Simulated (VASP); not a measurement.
# Hf (Im-3m) in VASP: notebook

Runs on Hf. Level: PBEsol. Tasks: single point, relaxation of cell and atoms.

Everything below comes from runs of VASP 6.6.1. Logs are shortened: lines on timing, memory, paths and dates and some standing lists are left out, and cuts for length are marked.

## Step 1: Starting point

Symmetry: Im-3m, No. 229, cubic system. The conventional cell has a = 3.545 Å, b = 3.545 Å, c = 3.545 Å, α = 90.00°, β = 90.00°, γ = 90.00°. Around Hf (site symmetry m-3m) lie 8 Hf at 3.07 Å.

This isn't the form of Hf at room conditions, which is hcp.

## Step 2: Single point, PBEsol (relaxed again under DFT PBEsol, scalar-relativistic, plane waves, PAW)

INCAR

```
PREC = Accurate ; ENCUT = 520
EDIFF = 1E-6 ; ISMEAR = 0
SIGMA = 0.1 ; LREAL = F
LASPH = T ; NELM = 100
ALGO = Fast ; ISIF = 2
LWAVE = F ; LCHARG = F
GGA = PS ; NBANDS = 11
```

KPOINTS

```
Automatic mesh
0
Gamma
  16 16 16
```

POSCAR

```
Hf
1.0
   -1.7452665097      1.7452665097      1.7452665097
    1.7452665097     -1.7452665097      1.7452665097
    1.7452665097      1.7452665097     -1.7452665097
Hf
1
Direct
    0.0000000000      0.0000000000      0.0000000000
```

Potentials or basis: VASP PAW PBE potentials, release 64 (Hf_pv).

On the command line:

```
cat potpaw_PBE.64/Hf_pv/POTCAR > POTCAR
mpirun -np 1 vasp_std > vasp.out
```

OUTCAR:

```text
PREC = Accurate
   ENCUT = 520
   EDIFF = 1E-6
   ISMEAR = 0
   LREAL = F
   LASPH = T
   NELM = 100
   ISIF = 2
   GGA = PS

 ion  position               nearest neighbor table
   1  0.000  0.000  0.000-

  LATTYP: Found a body centered cubic cell.
 ALAT       =     3.4905330194

  Lattice vectors:

 A1 = (  -1.7452665097,   1.7452665097,   1.7452665097)
 A2 = (   1.7452665097,  -1.7452665097,   1.7452665097)
 A3 = (   1.7452665097,   1.7452665097,  -1.7452665097)

Analysis of symmetry for initial positions (statically):
=====================================================================
 Subroutine PRICEL returns:
 Original cell was already a primitive cell.

 Routine SETGRP: Setting up the symmetry group for a
 body centered cubic supercell.

 Subroutine GETGRP returns: Found 48 space group operations
 (whereof 48 operations were pure point group operations)
 out of a pool of 48 trial point group operations.

The static configuration has the point symmetry O_h .

Analysis of symmetry for dynamics (positions and initial velocities):
=====================================================================
 Subroutine PRICEL returns:
 Original cell was already a primitive cell.

 Routine SETGRP: Setting up the symmetry group for a
 body centered cubic supercell.

 Subroutine GETGRP returns: Found 48 space group operations
 (whereof 48 operations were pure point group operations)
 out of a pool of 48 trial point group operations.

The dynamic configuration has the point symmetry O_h .

 Subroutine INISYM returns: Found 48 space group operations
 (whereof 48 operations are pure point group operations),
 and found     1 'primitive' translations

----------------------------------------------------------------------------------------

                                     Primitive cell

  volume of cell :      21.2640

  direct lattice vectors                    reciprocal lattice vectors
    -1.745266510  1.745266510  1.745266510     0.000000000  0.286489196  0.286489196
     1.745266510 -1.745266510  1.745266510     0.286489196  0.000000000  0.286489196
     1.745266510  1.745266510 -1.745266510     0.286489196  0.286489196  0.000000000

  length of vectors
     3.022890268  3.022890268  3.022890268     0.405156907  0.405156907  0.405156907

  position of ions in fractional coordinates (direct lattice)
     0.000000000  0.000000000  0.000000000

  ion indices of the primitive-cell ions
   primitive index   ion index
[... 81 lines left out ...]
   POTIM  = 0.5000    time-step for ionic-motion
   TEBEG  =    0.0;   TEEND  =   0.0 temperature during run
   PSTRESS=    0.0 pullay stress
   NELECT =      10.0000    total number of electrons
   NUPDOWN=      -1.0000    fix difference up-down
   EMIN   =  10.00;   EMAX   =-10.00  energy-range for DOS
   EFERMI =   0.00;   METHOD = LEGACY
   ISMEAR =     0;   SIGMA  =   0.10  broadening in eV -4-tet -1-fermi 0-gaus
   EFERMI_NEDOS =   21; number of points for ismear=-14 and -15
   IALGO  =     68    algorithm
   IMIX   =      4    mixing-type and parameters
     AMIX     =   0.40;   BMIX     =  1.00
     AMIX_MAG =   1.60;   BMIX_MAG =  1.00
  volume/ion in A,a.u.               =      21.26       143.50
  Fermi-wavevector in a.u.,A,eV,Ry     =   1.273092  2.405795 22.051818  1.620763
  Thomas-Fermi vector in A             =   2.405934
   LORBIT       =      0    0 simple, 1 ext, 2 COOP (PROOUT), +10 PAW based schemes
   GGA     = PS    functional components
   LHFCALC =     F    Hartree Fock is set to
   AEXX    =    0.0000 exact exchange contribution
   IVDW    =     0    specifies the selected vdW correction
   LEPSILON=     F    determine dielectric tensor
   LRPA    =     F    only Hartree local field effects (RPA)
 non-spin polarized calculation
 RMM-DIIS sequential band-by-band and
 Gauss-broadening in eV      SIGMA  =   0.10
  energy-cutoff  :      520.00
  volume of cell :       21.26
 maximum number of plane-waves:       603
   NGX = 11   NGY = 11   NGZ = 11

 number of electron      10.0000000 magnetization

 number of electron       9.9999998 magnetization

 Free energy of the ion-electron system (eV)
  ---------------------------------------------------
  ext. energy  EPLUGINS =         0.00000000
  ---------------------------------------------------
  free energy    TOTEN  =       -10.34001773 eV

  energy without entropy =      -10.33276342  energy(sigma->0) =      -10.33639058

 E-fermi :   4.7595     XC(G=0): -11.6246

 val. band max:        4.7527489222   @ k =   0.3125   0.1875   0.1250
 cond. band min:       4.7642984461   @ k =   0.5000   0.5000   0.1250
 fundamental gap:      0.0115495238
 Fermi energy:         4.7595055895

 k-point     1 :       0.0000    0.0000    0.0000
  band No.  band energies     occupation
      1     -24.8227      2.00000
      2     -24.8227      2.00000
      3     -24.8227      2.00000
      4      -2.4455      2.00000
      5       6.3078      0.00000
      6       6.3078      0.00000
      7       6.3078      0.00000
      8       9.2524      0.00000
      9       9.2524      0.00000
     10      18.3264      0.00000
     11      18.3264      0.00000
[... 309 lines left out ...]
 k-point    24 :       0.2500    0.1875    0.0000
  band No.  band energies     occupation
      1     -25.5898      2.00000
      2     -25.1389      2.00000
      3     -24.9065      2.00000
      4       1.5599      2.00000
      5       4.2447      2.00000
      6       4.7856      0.71207
      7       8.6391      0.00000
      8      10.0512      0.00000
      9      11.5868      0.00000
     10      16.3511      0.00000
     11      18.9457      0.00000

 [... further k-points ...]

------------------------ aborting loop because EDIFF is reached ----------------------------------------

  FORCE on cell =-STRESS in cart. coord.  units (eV):
  Direction    XX          YY          ZZ          XY          YZ          ZX
  --------------------------------------------------------------------------------------
  -------------------------------------------------------------------------------------
  Total       -0.0273466     -0.0273466     -0.0273466      0.0000000      0.0000000     -0.0000000
  in kB       -2.0604793     -2.0604793     -2.0604793      0.0000000      0.0000000     -0.0000000
  external PRESSURE =      -2.0604793 kB  Pullay stress =       0.0000000 kB

 VOLUME and BASIS-vectors are now :
 -----------------------------------------------------------------------------
  energy-cutoff  :      520.00
  volume of cell :       21.26
      direct lattice vectors                 reciprocal lattice vectors
    -1.745266510  1.745266510  1.745266510     0.000000000  0.286489196  0.286489196
     1.745266510 -1.745266510  1.745266510     0.286489196  0.000000000  0.286489196
     1.745266510  1.745266510 -1.745266510     0.286489196  0.286489196  0.000000000

 POSITION                                       TOTAL-FORCE (eV/Angst)
 -----------------------------------------------------------------------------------
      0.00000      0.00000      0.00000        -0.000000      0.000000      0.000000
 -----------------------------------------------------------------------------------
    total drift:                                0.000000      0.000000      0.000000

  FREE ENERGIE OF THE ION-ELECTRON SYSTEM (eV)
  ---------------------------------------------------
  free  energy   TOTEN  =       -10.3400177330 eV

  energy  without entropy=      -10.3327634249  energy(sigma->0) =      -10.33639058
```

stdout:

```text
POSCAR found type information on POSCAR Hf
 POSCAR found :  1 types and       1 ions
 scaLAPACK will be used
 -----------------------------------------------------------------------------
|                                                                             |
|                                                                             |
|     You enforced a specific xc type in the INCAR file but a different       |
|     I HOPE YOU KNOW WHAT YOU ARE DOING!                                     |
|                                                                             |
 -----------------------------------------------------------------------------

 LDA part: xc-table for (Slater+PW92), standard interpolation
 POSCAR, INCAR and KPOINTS ok, starting setup
 FFT: planning ... GRIDC
 FFT: planning ... GRID_SOFT
 FFT: planning ... GRID
 WAVECAR not read
 entering main loop
```

Run time: 15 s. Hardware: 1 thread of Intel Xeon Platinum 8559C (Emerald Rapids), shared host; peak memory 0.15 GiB.

Results:

| Quantity | Value |
| --- | --- |
| Free energy | -10.3400 eV |
| Pressure | -0.2 GPa |
| Band gap on the k mesh | none (metal or under the smearing width) |

Levels at points of the mesh, in eV from the Fermi level:
| k point | band 2 | band 3 | band 4 | band 5 | band 6 | band 7 | band 8 | band 9 |
| --- | --- | --- | --- | --- | --- | --- | --- | --- |
| (0.00, 0.00, 0.00) | -29.58 | -29.58 | -7.21 | 1.55 | 1.55 | 1.55 | 4.49 | 4.49 |
| (0.50, 0.00, 0.00) | -29.90 | -29.59 | -3.54 | -0.60 | 1.30 | 4.34 | 5.40 | 8.08 |
| (0.50, 0.50, 0.50) | -30.26 | -30.26 | -2.79 | -2.79 | 7.18 | 7.18 | 7.18 | 7.64 |

Caveat: the PAW data sets were made with another functional, which shifts forces and pressure a little.

## Step 3: Relaxation of cell and atoms, PBEsol

INCAR

```
PREC = Accurate
ENCUT = 600
EDIFF = 1E-7
ISMEAR = 0
SIGMA = 0.1
LREAL = F
LASPH = T
NELM = 100
ALGO = Normal
ISIF = 3
LWAVE = F
LCHARG = F
GGA = PS
IBRION = 2
NSW = 70
EDIFFG = -0.005
```

KPOINTS

```
regular mesh
0
Gamma
  16 16 16
```

POSCAR

```
Hf
1.0
   -1.7723126184      1.7723126184      1.7723126184
    1.7723126184     -1.7723126184      1.7723126184
    1.7723126184      1.7723126184     -1.7723126184
Hf
1
Direct
    0.0000000000      0.0000000000      0.0000000000
```

Potentials or basis: VASP PAW PBE potentials, release 64 (Hf_pv).

On the command line:

```
cat potpaw_PBE.64/Hf_pv/POTCAR > POTCAR
mpirun -np 1 vasp_std > vasp.out
```

OUTCAR:

```text
PREC = Accurate
   ENCUT = 600
   EDIFF = 1E-7
   ISMEAR = 0
   LREAL = F
   LASPH = T
   NELM = 100
   ISIF = 3
   GGA = PS
   IBRION = 2
   NSW = 70
   EDIFFG = -0.005

 ion  position               nearest neighbor table
   1  0.000  0.000  0.000-

  LATTYP: Found a body centered cubic cell.
 ALAT       =     3.5446252368

  Lattice vectors:

 A1 = (  -1.7723126184,   1.7723126184,   1.7723126184)
 A2 = (   1.7723126184,  -1.7723126184,   1.7723126184)
 A3 = (   1.7723126184,   1.7723126184,  -1.7723126184)

Analysis of symmetry for initial positions (statically):
=====================================================================
 Subroutine PRICEL returns:
 Original cell was already a primitive cell.

 Routine SETGRP: Setting up the symmetry group for a
 body centered cubic supercell.
[... 360 lines left out ...]

 k-point     1 :       0.0000    0.0000    0.0000
  band No.  band energies     occupation
      1     -24.7973      2.00000
      2     -24.7973      2.00000
      3     -24.7973      2.00000
      4      -2.4370      2.00000
      5       6.3251      0.00000
      6       6.3251      0.00000
      7       6.3251      0.00000
      8       9.2766      0.00000
      9       9.2766      0.00000
[... 265 lines left out ...]
 k-point    24 :       0.2500    0.1875    0.0000
  band No.  band energies     occupation
      1     -25.5702      2.00000
      2     -25.1159      2.00000
      3     -24.8817      2.00000
      4       1.5741      2.00000
      5       4.2576      2.00000
      6       4.8008      0.71701
      7       8.6619      0.00000
      8      10.0793      0.00000
      9      11.6196      0.00000

 [... further k-points ...]

------------------------ aborting loop because EDIFF is reached ----------------------------------------

  FORCE on cell =-STRESS in cart. coord.  units (eV):
  Direction    XX          YY          ZZ          XY          YZ          ZX
  --------------------------------------------------------------------------------------
  -------------------------------------------------------------------------------------
  Total       -0.0000158     -0.0000158     -0.0000158     -0.0000000      0.0000000     -0.0000000
  in kB       -0.0011963     -0.0011963     -0.0011963     -0.0000000      0.0000000     -0.0000000
  external PRESSURE =      -0.0011963 kB  Pullay stress =       0.0000000 kB
[... 16 lines left out ...]
  FREE ENERGIE OF THE ION-ELECTRON SYSTEM (eV)
  ---------------------------------------------------
  free  energy   TOTEN  =       -10.3403297572 eV

  energy  without entropy=      -10.3330625565  energy(sigma->0) =      -10.33669616

 reached required accuracy - stopping structural energy minimisation
```

OSZICAR:

```text
N       E                     dE             d eps       ncg     rms          rms(c)
DAV:   1     0.712446596840E+01    0.71245E+01   -0.65501E+03  2610   0.115E+03
DAV:   2    -0.103818256110E+02   -0.17506E+02   -0.17029E+02  3919   0.139E+02
[... 44 lines left out ...]
   5 F= -.10340328E+02 E0= -.10336696E+02  d E =-.821019E-06
       N       E                     dE             d eps       ncg     rms          rms(c)
DAV:   1    -0.103403380179E+02   -0.95220E-05   -0.21102E-04  2611   0.135E-01    0.253E-02
DAV:   2    -0.103403315866E+02    0.64313E-05   -0.85534E-06  2621   0.282E-02    0.972E-03
DAV:   3    -0.103403297139E+02    0.18728E-05   -0.60494E-06  2653   0.208E-02    0.515E-03
DAV:   4    -0.103403297572E+02   -0.43298E-07   -0.46871E-08  1493   0.245E-03
   6 F= -.10340330E+02 E0= -.10336696E+02  d E =-.209063E-05
```

CONTCAR:

```text
Hf
   1.00000000000000
    -1.7439501219256621    1.7439501219256621    1.7439501219256621
     1.7439501219256621   -1.7439501219256621    1.7439501219256621
     1.7439501219256621    1.7439501219256621   -1.7439501219256621
  Hf
     1
Direct
     0.0000000000000000    0.0000000000000000    0.0000000000000000

  0.00000000E+00  0.00000000E+00  0.00000000E+00
```

It took 65 s on 1 thread of Intel Xeon Platinum 8559C (Emerald Rapids), shared host; peak memory 0.2 GiB.

Results:

| Item | Value |
| --- | --- |
| Free energy | -10.3403 eV |
| Relaxed volume | 21.22 Å³/atom |
| Relaxed cell | a = 3.021 Å, b = 3.021 Å, c = 3.021 Å, α = 109.47°, β = 109.47°, γ = 109.47° |
| Space group after relaxing (to 0.05 Å) | Im-3m (No. 229) |
| Energy gained by relaxing | 16.6 meV/atom |
| Ionic steps | 6 |
| Pressure after relaxing | 0.0 GPa |
| Band gap on the k mesh | none (metal or under the smearing width) |

The path:
| step | energy change (eV) | largest force (eV/Å) | pressure (GPa) | volume (Å³) |
| --- | --- | --- | --- | --- |
| 1 | 0.0000 | 0.0000 | -4.88 | 22.27 |
| 2 | 0.0028 | 0.0000 | 6.06 | 20.15 |
| 3 | -0.0166 | 0.0000 | -0.05 | 21.23 |
| 4 | -0.0166 | 0.0000 | 0.06 | 21.20 |
| 5 | -0.0166 | 0.0000 | -0.05 | 21.23 |
| 6 | -0.0166 | 0.0000 | 0.00 | 21.22 |

Final structure:
```yaml
crystal:
  lattice:
    - [-1.74395, 1.74395, 1.74395]
    - [1.74395, -1.74395, 1.74395]
    - [1.74395, 1.74395, -1.74395]
  atoms:
    - { symbol: Hf, position: [0.00000, 0.00000, 0.00000] }
```

Caveat: the PAW data sets were made with another functional, which shifts forces and pressure a little. Spin-orbit coupling is left out, which matters for the levels of Hf.

(Continued in part 2 of 2.)
